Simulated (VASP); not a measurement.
# GaSb in VASP: one cell, several levels of theory

Aim: gap, levels, forces and stress of the published phase of GaSb, under -3.0 % biaxial strain in x and y, free along z at fixed geometry. Runs: PBE, r2SCAN.

The COD entry's cell or inner coordinates are ideal or old and differ from later refinements, so a difference from it is no clean test against experiment.

The runs shown are made with VASP 6.6.1. PAW datasets, plane waves. No spin polarisation and no zero-point or thermal motion.

## 1. Starting point

The cell comes from an earlier relaxation with r2SCAN in another program, then strained, with the atoms relaxed again.

Space group I-4m2 (No. 119), tetragonal; conventional cell a = 4.204 Å, c = 6.286 Å, 27.78 Å³ an atom. Ga has 4 Sb at 2.62 Å; Sb has 4 Ga at 2.62 Å.

Coordinates:

```cif
data_structure
_symmetry_space_group_name_H-M 'I-4m2'
_symmetry_Int_Tables_number 119
_cell_length_a 4.2044
_cell_length_b 4.2044
_cell_length_c 6.2858
_cell_angle_alpha 90.000
_cell_angle_beta 90.000
_cell_angle_gamma 90.000
_cell_volume 111.12
loop_
_atom_site_label
_atom_site_type_symbol
_atom_site_symmetry_multiplicity
_atom_site_Wyckoff_symbol
_atom_site_fract_x
_atom_site_fract_y
_atom_site_fract_z
_atom_site_occupancy
Ga1 Ga 2 a 0.00000 0.00000 0.00000 1
Sb1 Sb 2 d 0.50000 0.00000 0.25000 1
```

## 2. PBE at this geometry

INCAR

```
ENCUT = 520.000000
SIGMA = 0.020000
EDIFF = 1.00e-07
GGA = PE
PREC = Accurate
IBRION = -1
ISIF = 2
ISMEAR = -1
NBANDS = 16
NELM = 120
NSW = 0
LASPH = .TRUE.
LCHARG = .TRUE.
LELF = .TRUE.
LWAVE = .FALSE.
LREAL = .FALSE.
```

KPOINTS

```
KPOINTS created by Atomic Simulation Environment
0
Gamma
8 8 8
0 0 0
```

KPOINTS_OPT

```
special points
6
Reciprocal
0.0000000000 0.0000000000 0.0000000000 1
-0.5000000000 -0.5000000000 0.0000000000 1
-0.3750000000 -0.3750000000 0.2500000000 1
-0.3750000000 0.0000000000 0.3750000000 1
0.0000000000 0.0000000000 0.5000000000 1
-0.5000000000 -0.2500000000 0.2500000000 1
```

POSCAR

```
Ga Sb
 1.0000000000000000
     0.0000000000000000    2.9729885120000001    3.1429239552000001
     2.9729885120000001    0.0000000000000000    3.1429239552000001
     2.9729885120000001    2.9729885120000001    0.0000000000000000
 Ga  Sb
   1   1
Cartesian
  0.0000000000000000  0.0000000000000000  0.0000000000000000
  1.4864942560000001  1.4864942560000001  1.5714619776000001
```

The run uses the recommended PBE PAW datasets (18 valence electrons a neutral cell).

Launch:

```bash
mpirun -np 1 vasp_std
```

## 3. r2SCAN at this geometry

Edit INCAR of step 2 so:

```diff
@@ -3,3 +3,4 @@
 EDIFF = 1.00e-07
-GGA = PE
+ALGO = Normal
+METAGGA = R2SCAN
 PREC = Accurate
```

KPOINTS is that of step 2.

KPOINTS_OPT is that of step 2.

POSCAR is that of step 2.

Before running it: what results should come out? Wanted: for each run, gap; pressure.

As calculated:

```
 level  gap (eV)  pressure (GPa)
   PBE      0.11            4.14
r2SCAN      0.53            2.23
```

**Reading.** The gap runs from 0.11 eV (PBE) to 0.53 eV (r2SCAN). Spin-orbit coupling is left out, though the cell holds Sb (Z = 51); in an element this heavy it can shift bands and gaps by tenths of an eV. At this one volume the pressure spans 2.2 GPa (r2SCAN) to 4.1 GPa (PBE): PBE wants the largest cell and r2SCAN the smallest.
